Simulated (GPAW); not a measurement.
```
CuI (Marshite): one start, several treatments of the self-energy
1.0
     0.00000    3.03150    3.03150
     3.03150    0.00000    3.03150
     3.03150    3.03150    0.00000
Cu I
1 1
Direct
  0.25000 0.25000 0.25000
  0.00000 0.00000 0.00000
# method: DFT, PBE, plane waves, PAW (and 1 further level or step)
# program: GPAW 26.7.0
# settings of one run: cutoff 600 eV, GPAW PAW setups 1.2.1 data release, 4×4×4 k-mesh, nbands 242
# cost: 4 runs, 5.5 min in all on 4 MPI ranks of Intel Xeon Platinum 8488C (Sapphire Rapids), shared host (the runs of this entry)
# notes: The database entry behind the starting cell differs from later determinations by our own check (about 0.15 % long (mineral sample)). The cell and positions come from the Crystallography Open Database and are kept as given unless a step says otherwise. Limits: no spin polarisation; no spin-orbit coupling. Bands and cutoff are finite, so the gap is not at the basis limit. The miss can reach some tenths of an eV and take either sign; the mesh is an error of its own.
# G0W0, Godby-Needs plasmon pole: 2.027 eV
# G0W0, full frequency, Hilbert transform: 2.098 eV
# G0W0, multipole: 2.046 eV
# known limits: not at the basis limit; d shell near the gap, gap tends to lie low; no spin-orbit coupling
```

[Paths, hosts, dates, memory and timing lines, banners, echoed tables and standing remarks are left out of the program output.]

[Logs are printed without paths, hosts, clocks, repeated set-up lines and the standing remarks that a program may print on its own settings, such as how far it seeks lower states.]

[Runs of the session that timed out or met a known fault of the program may be left out.]

[Hosts, paths, dates, database ids (printed as entryN), source tags and the programs' standing remarks are cut or masked in the printed files.]
